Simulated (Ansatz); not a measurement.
# SnS: the cost of one run

All numbers are computed with Ansatz 0.2.0, driven from Python. Level of theory: DFT LDA, plane waves, PAW.

## (1) The structure

Symmetry: Pnma, No. 62, orthorhombic system. The conventional cell has a = 11.200 Å, b = 3.987 Å, c = 4.334 Å, α = 90.00°, β = 90.00°, γ = 90.00°. Sn (site symmetry m) is surrounded by 3 S at 2.63 to 2.67 Å. Around S (site symmetry m) lie 3 Sn at 2.63 to 2.67 Å.

No structure file is read: the coordinates are typed or built in the script.

## (2) The script

Input file sns.py:

```python
"""Projected density of states of SnS."""

from dataclasses import dataclass
import logging
import sys

import ansatz as az
import numpy as np

logging.basicConfig(stream=sys.stdout, format="%(name)s: %(message)s")
log = logging.getLogger("sns")
log.setLevel(logging.INFO)


@dataclass(frozen=True)
class Settings:
    functional: str = "lda"
    kmesh: tuple[int, ...] = (2, 5, 5)
    smearing: str = "Fixed"
    beta: float = 0.7
    n_empty: int = 8


opts = Settings()


def main() -> None:
    lattice = az.Lattice.of(
        (11.2, 0.0, 0.0),
        (0.0, 3.987, 0.0),
        (0.0, 0.0, 4.334),
    )
    sites = [
        ("Sn", (0.1194, 0.25, 0.1198)),
        ("Sn", (0.3806, 0.75, 0.6198)),
        ("Sn", (0.6194, 0.25, 0.3802)),
        ("Sn", (0.8806, 0.75, 0.8802)),
        ("S", (0.8508, 0.25, 0.4793)),
        ("S", (0.6492, 0.75, 0.9793)),
        ("S", (0.3508, 0.25, 0.0207)),
        ("S", (0.1492, 0.75, 0.5207)),
    ]
    crystal = az.Crystal(lattice=lattice)
    for symbol, position in sites:
        crystal = crystal.atom(symbol, position)

    setup = crystal.calculation()
    setup = setup.functional(opts.functional)
    setup = setup.accuracy("medium")
    setup = setup.kpoints(*opts.kmesh).occupations(opts.smearing)
    setup = setup.mixing("msr1", beta=opts.beta)
    setup = setup.eigensolver("auto", full_accuracy=True)
    setup = setup.scf(extra_bands=opts.n_empty, lower_state_search="light").density_of_states(projected=True, energy_step=0.1)
    history = []
    res = setup.session().plan().execute(on_event=lambda event: history.append(event["data"]["dr2_ev"]) if event["event"] == "scf_iter" else None)
    summary = res.report
    print("density residual by iteration (eV):", " ".join(f"{value:.1e}" for value in history[:40]))

    dos = res.density_of_states()
    energy = np.asarray(dos.energies_ev) - dos.fermi_ev
    curves = {}
    for site in res.projected_density_of_states().sites:
        for shell in site.shells:
            weight = sum(np.sum(curve.g_bin_mean_per_ev, axis=0) for curve in shell.curves)
            name = f"{site.species} {shell.label}"
            curves[name] = curves.get(name, 0) + weight

    log.info("E-EF   " + " ".join(f"{name:>8s}" for name in curves))
    for e in np.arange(-8, 4 + 0.1, 0.5):
        log.info(f"{e:5.1f}  " + " ".join(f"{np.interp(e, energy, g):8.3f}" for g in curves.values()))


if __name__ == "__main__":
    main()
```

## (3) The run

Launch:

```sh
$ python sns.py
```

What time and memory should one allow on 1 thread of Arm Neoverse V1, shared host?

About 28 s, with a peak of 0.48 GiB.
